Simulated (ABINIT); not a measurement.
The system is CO2.

```
O C
1.0
    -1.97473    1.97473    3.01406
     1.97473   -1.97473    3.01406
     1.97473    1.97473   -3.01406
O C
4 2
Direct
  0.87500 0.95980 0.58480
  0.37500 0.29020 0.41520
  0.04020 0.62500 0.91520
  0.70980 0.12500 0.08480
  0.00000 0.00000 0.00000
  0.75000 0.25000 0.50000
```

The cell comes from a database or a generator and needn't be the stable form of this composition.

```yaml
Program: ABINIT 10.8.3 (patched build)
Task: relaxation of cell and atoms
Functional: PBEsol
Potentials_or_basis: PseudoDojo NC SR PBEsol v0.4.1 standard
Cutoff: 1143 eV
k_mesh: 6 × 6 × 6
Occupations: fermi-dirac, width 0.05 eV
Spin: no spin polarisation
```

At the start: pressure -6.6 GPa; volume 7.84 Å³/atom.

Problem. Where does the relaxation end?

Solution. Over 10 steps the energy falls by 4.7 meV/atom and the volume is 7.59 Å³/atom (-3.1 %); space group I-42d (No. 122, to 0.05 Å).

Step by step:
```
step  energy change (eV)  largest force (eV/Å)  pressure (GPa)  volume (Å³)
   1              0.0000                0.2203           -6.61        47.01
   2             -0.0236                0.1081           -0.95        46.07
   3             -0.0255                0.1284           -0.09        45.88
   4             -0.0277                0.0900            0.50        45.65
   5             -0.0282                0.0370            0.23        45.61
   6             -0.0283                0.0146           -0.01        45.63
   7             -0.0283                0.0053           -0.11        45.63
   8             -0.0284                0.0057           -0.20        45.62
   9             -0.0284                0.0075           -0.15        45.59
  10             -0.0284                0.0030           -0.05        45.57
```

Final structure:
```
O C
1.0
    -1.95933    1.95933    2.96732
     1.95933   -1.95933    2.96732
     1.95933    1.95933   -2.96732
O C
4 2
Direct
  0.87500 0.95783 0.58283
  0.37500 0.29217 0.41717
  0.04217 0.62500 0.91717
  0.70783 0.12500 0.08283
  0.00000 0.00000 0.00000
  0.75000 0.25000 0.50000
```
